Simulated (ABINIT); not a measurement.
# SnTe (Fm-3m) in ABINIT: notebook

The runs below take SnTe through equation of state, band structure, with PW91, LDA-PZ, PBE.

Everything below comes from runs of ABINIT 10.8.3 (patched build). Logs are shortened: lines on timing, memory, paths and dates and some standing lists are left out, and cuts for length are marked. The log counts tension as positive stress, the text compression.

## 1. Starting point

Symmetry: Fm-3m, No. 225, cubic system. Conventional cell: a = 6.302 Å, b = 6.302 Å, c = 6.302 Å, α = 90.00°, β = 90.00°, γ = 90.00°. Around Te (site symmetry m-3m) lie 6 Sn at 3.15 Å. Sn (site symmetry m-3m) is surrounded by 6 Te at 3.15 Å.

## 2. Equation of state, PW91

run.abi reads:

```
# Datasets: one volume each
ndtset 7
getwfk -1
scalecart1 3*0.9795861087
scalecart2 3*0.9864848297
scalecart3 3*0.9932883884
scalecart4 3*1.0000000000
scalecart5 3*1.0066227096
scalecart6 3*1.0131594038
scalecart7 3*1.0196128224

# Pseudopotentials
pp_dirpath "./"
pseudos "Te.GGA_PBE-JTH.xml, Sn.GGA_PBE-JTH.xml"

# Structure
acell 8.4205719959 8.4205719959 8.4205719959
rprim
     0.0000000000     0.7071067812     0.7071067812
     0.7071067812     0.0000000000     0.7071067812
     0.7071067812     0.7071067812     0.0000000000
ntypat 2
znucl 52 50
natom 2
typat 1 2
xred
     0.5000000000     0.5000000000     0.5000000000
     0.0000000000     0.0000000000     0.0000000000

# Plane-wave basis
ecut 15.0
pawecutdg 30.0

# k points
kptopt 1
ngkpt 7 7 7
nshiftk 1
shiftk 0.0 0.0 0.0

# Exchange and correlation
ixc -109134

# Bands and occupations
nband 14
occopt 3
tsmear 0.00183747

# SCF cycle
nstep 100
tolvrs 1.0e-9

# Output
iomode 3
prtwf 1
prtden 0
prteig 0
prtebands 0
enunit 1
```

Potentials or basis: JTH PAW PBE v2.0.

Command:

```sh
$ abinit run.abi > log 2>&1
```

run.abo:

```text
.Version 10.8.3 of ABINIT
 DATASET    1 : space group Fm -3 m (#225); Bravais cF (face-center cubic)
================================================================================
 Values of the parameters that define the memory need for DATASET  1.
     intxc =       0    ionmov =       0      iscf =      17    lmnmax =      18
     lnmax =       6     mgfft =      30  mpssoang =       3    mqgrid =    3001
     natom =       2  nloc_mem =       2    nspden =       1   nspinor =       1
    nsppol =       1      nsym =      48    n1xccc =       1    ntypat =       2
    occopt =       3   xclevel =       2
       mpw =        1117          nfft =       27000          nkpt =          20
 PAW method is used; the additional fine FFT grid is defined by:
   mgfftf=        45    nfftf =     91125
================================================================================
================================================================================
[... 71 lines left out ...]
 DATASET    7 : space group Fm -3 m (#225); Bravais cF (face-center cubic)
================================================================================
 Values of the parameters that define the memory need for DATASET  7.
     intxc =       0    ionmov =       0      iscf =      17    lmnmax =      18
     lnmax =       6     mgfft =      30  mpssoang =       3    mqgrid =    3001
     natom =       2  nloc_mem =       2    nspden =       1   nspinor =       1
    nsppol =       1      nsym =      48    n1xccc =       1    ntypat =       2
    occopt =       3   xclevel =       2
       mpw =        1267          nfft =       27000          nkpt =          20
 PAW method is used; the additional fine FFT grid is defined by:
   mgfftf=        45    nfftf =     91125
================================================================================
================================================================================

--------------------------------------------------------------------------------
------------- Echo of variables that govern the present computation ------------
--------------------------------------------------------------------------------
 -outvars: echo values of preprocessed input variables --------
            acell      8.4205719959E+00  8.4205719959E+00  8.4205719959E+00 Bohr
              amu      1.27600000E+02  1.18710000E+02
             ecut      1.50000000E+01 Hartree
           enunit           1
           getwfk          -1
              ixc     -109134
           jdtset        1    2    3    4    5    6    7
         kptrlatt        7    0    0      0    7    0      0    0    7
          kptrlen1     5.77407275E+01
          kptrlen2     5.81473657E+01
          kptrlen3     5.85483947E+01
          kptrlen4     5.89440040E+01
          kptrlen5     5.93343730E+01
          kptrlen6     5.97196719E+01
          kptrlen7     6.01000623E+01
            natom           2
            nband          14
           ndtset           7
            ngfft          30      30      30
          ngfftdg          45      45      45
             nkpt          20
            nstep         100
             nsym          48
           ntypat           2
           occopt           3
        pawecutdg      3.00000000E+01 Hartree
         pawxcdev           0
           prtden           0
        prtebands           0
           prteig           0
            rprim1     0.0000000000E+00  6.9267198023E-01  6.9267198023E-01
                       6.9267198023E-01  0.0000000000E+00  6.9267198023E-01
                       6.9267198023E-01  6.9267198023E-01  0.0000000000E+00
            rprim2     0.0000000000E+00  6.9755011263E-01  6.9755011263E-01
                       6.9755011263E-01  0.0000000000E+00  6.9755011263E-01
                       6.9755011263E-01  6.9755011263E-01  0.0000000000E+00
            rprim3     0.0000000000E+00  7.0236095512E-01  7.0236095512E-01
                       7.0236095512E-01  0.0000000000E+00  7.0236095512E-01
                       7.0236095512E-01  7.0236095512E-01  0.0000000000E+00
            rprim4     0.0000000000E+00  7.0710678120E-01  7.0710678120E-01
                       7.0710678120E-01  0.0000000000E+00  7.0710678120E-01
                       7.0710678120E-01  7.0710678120E-01  0.0000000000E+00
            rprim5     0.0000000000E+00  7.1178974407E-01  7.1178974407E-01
                       7.1178974407E-01  0.0000000000E+00  7.1178974407E-01
                       7.1178974407E-01  7.1178974407E-01  0.0000000000E+00
            rprim6     0.0000000000E+00  7.1641188486E-01  7.1641188486E-01
                       7.1641188486E-01  0.0000000000E+00  7.1641188486E-01
                       7.1641188486E-01  7.1641188486E-01  0.0000000000E+00
            rprim7     0.0000000000E+00  7.2097514092E-01  7.2097514092E-01
                       7.2097514092E-01  0.0000000000E+00  7.2097514092E-01
                       7.2097514092E-01  7.2097514092E-01  0.0000000000E+00
          spgroup         225
           tolvrs      1.00000000E-09
           tsmear      1.83747000E-03 Hartree
            typat      1  2
           useylm           1
           xangst1     3.0865288886E+00  3.0865288886E+00  3.0865288886E+00
                       0.0000000000E+00  0.0000000000E+00  0.0000000000E+00
           xangst2     3.1082657236E+00  3.1082657236E+00  3.1082657236E+00
                       0.0000000000E+00  0.0000000000E+00  0.0000000000E+00
           xangst3     3.1297027165E+00  3.1297027165E+00  3.1297027165E+00
                       0.0000000000E+00  0.0000000000E+00  0.0000000000E+00
           xangst4     3.1508499979E+00  3.1508499979E+00  3.1508499979E+00
                       0.0000000000E+00  0.0000000000E+00  0.0000000000E+00
           xangst5     3.1717171624E+00  3.1717171624E+00  3.1717171624E+00
                       0.0000000000E+00  0.0000000000E+00  0.0000000000E+00
           xangst6     3.1923133054E+00  3.1923133054E+00  3.1923133054E+00
                       0.0000000000E+00  0.0000000000E+00  0.0000000000E+00
           xangst7     3.2126470593E+00  3.2126470593E+00  3.2126470593E+00
                       0.0000000000E+00  0.0000000000E+00  0.0000000000E+00
            xcart1     5.8326942791E+00  5.8326942791E+00  5.8326942791E+00
                       0.0000000000E+00  0.0000000000E+00  0.0000000000E+00
            xcart2     5.8737709442E+00  5.8737709442E+00  5.8737709442E+00
                       0.0000000000E+00  0.0000000000E+00  0.0000000000E+00
            xcart3     5.9142809897E+00  5.9142809897E+00  5.9142809897E+00
                       0.0000000000E+00  0.0000000000E+00  0.0000000000E+00
            xcart4     5.9542435599E+00  5.9542435599E+00  5.9542435599E+00
                       0.0000000000E+00  0.0000000000E+00  0.0000000000E+00
            xcart5     5.9936767859E+00  5.9936767859E+00  5.9936767859E+00
                       0.0000000000E+00  0.0000000000E+00  0.0000000000E+00
            xcart6     6.0325978552E+00  6.0325978552E+00  6.0325978552E+00
                       0.0000000000E+00  0.0000000000E+00  0.0000000000E+00
            xcart7     6.0710230814E+00  6.0710230814E+00  6.0710230814E+00
                       0.0000000000E+00  0.0000000000E+00  0.0000000000E+00
             xred      5.0000000000E-01  5.0000000000E-01  5.0000000000E-01
                       0.0000000000E+00  0.0000000000E+00  0.0000000000E+00
            znucl       52.00000   50.00000

================================================================================

 chkinp: Checking input parameters for consistency, jdtset=   1.

 chkinp: Checking input parameters for consistency, jdtset=   2.
[... 36 lines left out ...]
 getcut: wavevector=  0.0000  0.0000  0.0000  ngfft=  45  45  45
         ecut(hartree)=     30.000   => boxcut(ratio)=   2.16343

--- Pseudopotential description ------------------------------------------------
- pspini: atom type   1  psp file is ./Te.GGA_PBE-JTH.xml
 Pseudopotential format is: paw10
 basis_size (lnmax)=  4 (lmn_size=  8), orbitals=   0   0   1   1
 Spheres core radius: rc_sph= 2.31107438
 Shapefunction is SIN type: shapef(r)=[sin(pi*r/rshp)/(pi*r/rshp)]**2
 Radius for shape functions =  2.10488624
 Compensation charge density is not taken into account in XC energy/potential

- pspini: atom type   2  psp file is ./Sn.GGA_PBE-JTH.xml
 Pseudopotential format is: paw10
 basis_size (lnmax)=  6 (lmn_size= 18), orbitals=   0   0   1   1   2   2
 Spheres core radius: rc_sph= 2.51086398
 Shapefunction is BESSEL type: shapef(r,l)=aa(1,l)*jl(q(1,l)*r)+aa(2,l)*jl(q(2,l)*r)
 Radius for shape functions =  1.40702157
 Compensation charge density is not taken into account in XC energy/potential

   2.71771569E+03                                ecore*ucvol(ha*bohr**3)
--------------------------------------------------------------------------------

================================================================================

--- !BeginCycle
iteration_state: {dtset: 1, }
solver: {iscf: 17, nstep: 100, nline: 4, wfoptalg: 10, }
tolerances: {tolvrs: 1.00E-09, }
...
[... 1187 lines left out ...]
-Cartesian components of stress tensor (GPa)         [Pressure= -5.4261E-01 GPa]
- sigma(1 1)=  5.42613219E-01  sigma(3 2)=  0.00000000E+00
- sigma(2 2)=  5.42613219E-01  sigma(3 1)=  0.00000000E+00
- sigma(3 3)=  5.42613219E-01  sigma(2 1)=  0.00000000E+00

== END DATASET(S) ==============================================================
================================================================================

 -outvars: echo values of variables after computation  --------
            acell      8.4205719959E+00  8.4205719959E+00  8.4205719959E+00 Bohr
           etotal1    -7.8135324749E+01
           etotal2    -7.8136776213E+01
           etotal3    -7.8137870552E+01
           etotal4    -7.8138641762E+01
           etotal5    -7.8139124552E+01
           etotal6    -7.8139343525E+01
           etotal7    -7.8139321525E+01
            fcart1    -0.0000000000E+00 -0.0000000000E+00 -0.0000000000E+00
                      -0.0000000000E+00 -0.0000000000E+00 -0.0000000000E+00
            fcart2    -0.0000000000E+00 -0.0000000000E+00 -0.0000000000E+00
                      -0.0000000000E+00 -0.0000000000E+00 -0.0000000000E+00
            fcart3    -0.0000000000E+00 -0.0000000000E+00 -0.0000000000E+00
                      -0.0000000000E+00 -0.0000000000E+00 -0.0000000000E+00
            fcart4    -0.0000000000E+00 -0.0000000000E+00 -0.0000000000E+00
                      -0.0000000000E+00 -0.0000000000E+00 -0.0000000000E+00
            fcart5    -0.0000000000E+00 -0.0000000000E+00 -0.0000000000E+00
                      -0.0000000000E+00 -0.0000000000E+00 -0.0000000000E+00
[... 38 lines left out ...]
                       0.0000000000E+00  0.0000000000E+00  0.0000000000E+00
           xangst1     3.0865288886E+00  3.0865288886E+00  3.0865288886E+00
                       0.0000000000E+00  0.0000000000E+00  0.0000000000E+00
           xangst2     3.1082657236E+00  3.1082657236E+00  3.1082657236E+00
                       0.0000000000E+00  0.0000000000E+00  0.0000000000E+00
           xangst3     3.1297027165E+00  3.1297027165E+00  3.1297027165E+00
                       0.0000000000E+00  0.0000000000E+00  0.0000000000E+00
           xangst4     3.1508499979E+00  3.1508499979E+00  3.1508499979E+00
                       0.0000000000E+00  0.0000000000E+00  0.0000000000E+00
           xangst5     3.1717171624E+00  3.1717171624E+00  3.1717171624E+00
                       0.0000000000E+00  0.0000000000E+00  0.0000000000E+00
           xangst6     3.1923133054E+00  3.1923133054E+00  3.1923133054E+00
                       0.0000000000E+00  0.0000000000E+00  0.0000000000E+00
           xangst7     3.2126470593E+00  3.2126470593E+00  3.2126470593E+00
                       0.0000000000E+00  0.0000000000E+00  0.0000000000E+00
             xred      5.0000000000E-01  5.0000000000E-01  5.0000000000E-01
                       0.0000000000E+00  0.0000000000E+00  0.0000000000E+00
 Calculation completed.
```

Run time: 83 s. Hardware: 1 thread of Arm Neoverse V2, shared host; peak memory 0.14 GiB.

Results:

* Equilibrium volume: 32.79 Å³/atom
* Bulk modulus: 42 GPa
* Pressure derivative of the bulk modulus: 4.2

Energy against volume, from the lowest point:
```csv
volume (Å³/atom),energy (meV/atom)
29.404,54.68
30.030,34.93
30.656,20.04
31.281,9.55
31.907,2.98
32.532,0.00
33.158,0.30
```

Caveat: the cutoff is too short for stress, so the log's stress isn't used; pressures at fixed basis lie under the slope of the energies; this odd mesh misses L, where the gap lies, so gap, dielectric constants and Born charges aren't listed; the PAW data sets were made with another functional, which shifts forces and pressure a little.

## 3. Band structure, LDA-PZ

run.abi reads:

```
# Datasets: ground state, then fixed potential
ndtset 2

# Pseudopotentials
pp_dirpath "./"
pseudos "Te.LDA_PW-JTH.xml, Sn.LDA_PW-JTH.xml"

# Structure
acell 8.4205719959 8.4205719959 8.4205719959
rprim
     0.0000000000     0.7071067812     0.7071067812
     0.7071067812     0.0000000000     0.7071067812
     0.7071067812     0.7071067812     0.0000000000
ntypat 2
znucl 52 50
natom 2
typat 1 2
xcart
     3.1508500000     3.1508500000     3.1508500000
     0.0000000000     0.0000000000     0.0000000000 Angstrom

# Plane-wave basis
ecut 15.0
pawecutdg 30.0

# Exchange and correlation
ixc 2

# Bands and occupations
occopt 3
tsmear 0.00183747

# SCF cycle
nstep 100

# Output
iomode 3
prtwf 0
prteig 0
prtebands 0
enunit 2
prtden1 1

# Dataset 1
kptopt1 1
ngkpt1 7 7 7
nshiftk1 1
shiftk1 0.0 0.0 0.0
nband1 14
tolvrs1 1.0e-9

# Dataset 2: bands along G-X-W-K-G-L-U-W-L-K
iscf2 -2
getden2 1
nband2 18
nbdbuf2 2
tolwfr2 1.0e-12
kptopt2 -9
ndivsm2 5
prteig2 1
prtvol2 -3
kptbounds2
     0.0000000000     0.0000000000     0.0000000000
     0.5000000000     0.0000000000     0.5000000000
     0.5000000000     0.2500000000     0.7500000000
     0.3750000000     0.3750000000     0.7500000000
     0.0000000000     0.0000000000     0.0000000000
     0.5000000000     0.5000000000     0.5000000000
     0.6250000000     0.2500000000     0.6250000000
     0.5000000000     0.2500000000     0.7500000000
     0.5000000000     0.5000000000     0.5000000000
     0.3750000000     0.3750000000     0.7500000000
```

Potentials or basis: JTH PAW LDA v2.0.

Command:

```sh
$ abinit run.abi > log 2>&1
```

Wall time 43 s (1 thread of Arm Neoverse V2, shared host); peak memory 0.11 GiB.

Results (log left out):

```
Free energy                                           : -2131.0600 eV
Valence electrons inside the program's atomic spheres : Te 3.16; Sn 11.83
```

Levels at the corners of the path, in eV from the Fermi level:
```
point  band 7  band 8  band 9  band 10  band 11  band 12  band 13  band 14
    Γ   -4.88   -2.13   -2.13    -2.13     3.36     3.36     3.36     4.85
    X   -6.63   -5.57   -3.73    -3.73     2.19     4.89     4.89     6.26
    W   -7.49   -4.82   -4.82    -0.84     0.79     4.62     4.62     6.09
    K   -7.53   -5.18   -3.24    -2.76     2.99     3.04     4.25     5.48
    Γ   -4.88   -2.13   -2.13    -2.13     3.36     3.36     3.36     4.85
    L   -8.41   -1.78   -1.78    -0.09     0.05     0.31     0.31     7.84
    U   -7.53   -5.18   -3.24    -2.76     2.99     3.04     4.25     5.48
    W   -7.49   -4.82   -4.82    -0.84     0.79     4.62     4.62     6.09
    L   -8.41   -1.78   -1.78    -0.09     0.05     0.31     0.31     7.84
    K   -7.53   -5.18   -3.24    -2.76     2.99     3.04     4.25     5.48
```

Caveat: the cutoff is too short for stress, so the log's stress isn't used; this odd mesh misses L, where the gap lies, so gap, dielectric constants and Born charges aren't listed; spin-orbit coupling is left out, which moves the levels of the heavy elements.

(Continued in part 2 of 2.)
